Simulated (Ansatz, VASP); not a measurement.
Given: the input of a run of VASP 6.6.1 on Au.

INCAR

```
PREC     = Accurate       # precision mode
ENCUT    = 520            # plane-wave cutoff, eV
EDIFF    = 1E-6           # SCF threshold, eV
ISMEAR   = 0              # smearing method
SIGMA    = 0.012          # smearing width, eV
LREAL    = F              # projectors in reciprocal space
LASPH    = T              # aspherical terms in the spheres
NELM     = 80             # most SCF steps
ALGO     = Normal         # electronic algorithm
ISIF     = 2              # what is computed and relaxed
LWAVE    = F              # write WAVECAR
LCHARG   = T              # write CHGCAR
GGA      = PE             # functional
LELF     = T              # ELF
LVHAR    = T            
NBANDS   = 12             # bands
```

KPOINTS

```
Automatic mesh
0
Gamma
  11 11 11
```

Contents of POSCAR:

```
Au
1.0
    0.0000000000      2.0350000000      2.0350000000
    2.0350000000      0.0000000000      2.0350000000
    2.0350000000      2.0350000000      0.0000000000
Au
1
Direct
    0.0000000000      0.0000000000      0.0000000000
```

Potentials or basis: VASP PAW PBE potentials, release 64 (Au).

Command:

```sh
$ cat potpaw_PBE.64/Au/POTCAR > POTCAR
$ mpirun -np 1 vasp_std > vasp.out
```

**Question.** Translate it to Ansatz 0.2.0. Potentials there: Ansatz PAW.

**Answer.** As run (the cutoff follows the program's own potentials):

The input input.yaml:

```yaml
crystal:
  lattice:
    - [0.0, 2.035, 2.035]
    - [2.035, 0.0, 2.035]
    - [2.035, 2.035, 0.0]
  atoms:
    - { symbol: Au, position: [0.0, 0.0, 0.0] }
hamiltonian:
  xc: pbe
  pseudopotentials: { kind: paw }
kpoints:
  mp_grid: { grid: [11, 11, 11] }
scf:
  occupations: { method: gaussian, width: 0.012 }
output:
  forces: true
  stress: true
  eigenvalues: true
```

Potentials or basis: Ansatz PAW.

Launch:

```sh
$ ansatz run input.yaml --threads 2 --pin off --max-ram 5632MiB --backend cpu --events-out ev --progress --plain --runs-dir out
```

Both were run:

|  | VASP | Ansatz | Ansatz less VASP |
| --- | --- | --- | --- |
| gap on the k mesh at the Fermi level (eV) | none | none | - |
| pressure (GPa) | 10.5 | 10.8 | +0.33 |

A gap of «none» marks a metal or a gap that the smearing closes. The two sets of potentials don't hold the same shells in valence.

The runs have no spin-orbit coupling, so splittings on Au are missing.
